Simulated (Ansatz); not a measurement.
# CdSe: the cost of one run

Method: DFT PBE, scalar-relativistic, plane waves, PAW, in Ansatz 0.2.0.

1 further run of the same task is left out (it didn't finish).

## (1) Starting point

It takes space group Pnma (No. 62, orthorhombic). Conventional cell: a = 8.165 Å, b = 4.507 Å, c = 7.479 Å, α = 90.00°, β = 90.00°, γ = 90.00°. Cd (site symmetry m) is surrounded by 4 Se at 2.63 to 2.75 Å. Se (site symmetry m) has 4 Cd at 2.63 to 2.75 Å as nearest neighbours.

Structure file:

```cif
data_structure
_symmetry_space_group_name_H-M 'Pnma'
_symmetry_Int_Tables_number 62
_cell_length_a 8.1647
_cell_length_b 4.5070
_cell_length_c 7.4791
_cell_angle_alpha 90.000
_cell_angle_beta 90.000
_cell_angle_gamma 90.000
_cell_volume 275.22
loop_
_atom_site_label
_atom_site_type_symbol
_atom_site_symmetry_multiplicity
_atom_site_Wyckoff_symbol
_atom_site_fract_x
_atom_site_fract_y
_atom_site_fract_z
_atom_site_occupancy
Cd1 Cd 4 c 0.84076 0.75000 0.39901 1
Se1 Se 4 c 0.82232 0.25000 0.59595 1
```

It is the end of an earlier relaxation with the same method, from a generated guess; it needn't be the stable form of this composition. At a tolerance of 0.02 Å it has space group Pnma (No. 62); it has 34.40 Å³/atom, an uncorrected energy of -0.56 eV/atom over the elements.

## (2) Static run: bands, density of states and charges

input.yaml

```yaml
crystal:
  lattice:
    - [8.1647017638, 0.0, 0.0]
    - [0.0, 4.5070219308, 0.0]
    - [0.0, 0.0, 7.4791061777]
  atoms:
    - { symbol: Cd, position: [0.840757271, 0.75, 0.3990124593] }
    - { symbol: Cd, position: [0.659242729, 0.25, 0.8990124593] }
    - { symbol: Cd, position: [0.340757271, 0.75, 0.1009875407] }
    - { symbol: Cd, position: [0.159242729, 0.25, 0.6009875407] }
    - { symbol: Se, position: [0.822316478, 0.25, 0.5959509871] }
    - { symbol: Se, position: [0.677683522, 0.75, 0.0959509871] }
    - { symbol: Se, position: [0.322316478, 0.25, 0.9040490129] }
    - { symbol: Se, position: [0.177683522, 0.75, 0.4040490129] }
basis:
  ecutwfc: 420
kpoints:
  mp_grid: { grid: [4, 6, 4] }
  band_path:
    path:
      - [[0.0, 0.0, 0.0], [0.5, 0.0, 0.0], [0.5, 0.5, 0.0], [0.0, 0.5, 0.0], [0.0, 0.0, 0.0], [0.0, 0.0, 0.5], [0.5, 0.0, 0.5], [0.5, 0.5, 0.5], [0.0, 0.5, 0.5], [0.0, 0.0, 0.5]]
      - [[0.5, 0.0, 0.0], [0.5, 0.0, 0.5]]
      - [[0.0, 0.5, 0.0], [0.0, 0.5, 0.5]]
      - [[0.5, 0.5, 0.0], [0.5, 0.5, 0.5]]
    npoints: 14
hamiltonian:
  xc: pbe
scf:
  occupations: { method: gaussian, width: 0.02 }
  n_extra_bands: 20
output:
  forces: true
  stress: true
  eigenvalues: true
  populations: true
  dos: { projected: true, de: 0.02, nscf_kmesh: { grid: [6, 9, 6] } }
  bader: true
  write_density: true
  write_potential: true
  elf: true
  volumetric_format: npy
```

Launch:

```sh
$ ansatz run input.yaml --threads 1 --pin off --max-ram 2560MiB --backend cpu --events-out ev --progress --plain --runs-dir out
```

Q: Estimate wall time and peak memory on 1 thread of Arm Neoverse V1, shared host.

About 5.7 min, with a peak of 2.1 GiB.
